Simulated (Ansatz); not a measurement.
## One input, then a changed one: Nb (omega type)

First run: DFT, PBE, all-electron LAPW, scalar-relativistic (Ansatz 0.2.0).

Command: `ansatz run input.yaml --threads 1 --pin off --max-ram 3072MiB --backend cpu --events-out ev --progress --plain --runs-dir out` It took 89 s on 1 thread of Arm Neoverse V2, on a shared host, peak memory 0.57 GiB.

```yaml
crystal:
  lattice:
    - [4.884157346, 0.0, 0.0]
    - [-2.442078673, 4.2298043377, 0.0]
    - [0.0, 0.0, 2.6850557581]
  atoms:
    - { symbol: Nb, position: [0.0, 0.0, 0.0] }
    - { symbol: Nb, position: [0.3333333333, 0.6666666667, 0.5] }
    - { symbol: Nb, position: [0.6666666667, 0.3333333333, 0.5] }
kpoints:
  mp_grid: { grid: [9, 9, 12] }
  band_path:
    path:
      - [0.0, 0.0, 0.0]
      - [0.5, 0.0, 0.0]
      - [0.3333333333, 0.3333333333, 0.0]
      - [0.0, 0.0, 0.0]
      - [0.0, 0.0, 0.5]
      - [0.5, 0.0, 0.5]
      - [0.3333333333, 0.3333333333, 0.5]
      - [0.0, 0.0, 0.5]
      - [0.5, 0.0, 0.5]
    npoints: 14
scf:
  occupations: { method: fermi_dirac, width: 0.05 }
hamiltonian:
  xc: pbe
  pseudopotentials: { kind: all_electron, lapw: { basis_error: 0.001 } }
output:
  forces: true
  stress: true
  eigenvalues: true
  populations: true
  dos: { projected: true, de: 0.2, e_range: [-14, 8] }
```

The cell comes from a relaxation on PAW files under the same functional, begun from a prototype that needn't be the stable phase.

It converges in 10 SCF iterations at a pressure of -0.01 GPa.

The input is then changed:

```diff
 scf:
-  occupations: { method: fermi_dirac, width: 0.05 }
+  occupations: { method: methfessel_paxton, width: 0.2 }
+  algorithm: direct_min
+  mixing: { preconditioner: none }
 hamiltonian:
   populations: true
-  dos: { projected: true, de: 0.2, e_range: [-14, 8] }
```

Question: Predict the outcome of the changed run.

Answer: It converges in 11 SCF iterations at a pressure of -0.07 GPa, free energy +4.6 meV/atom against the first run's. More than one line changes, and not each need have an effect. Some of the changed settings are coarser than converged work would use.
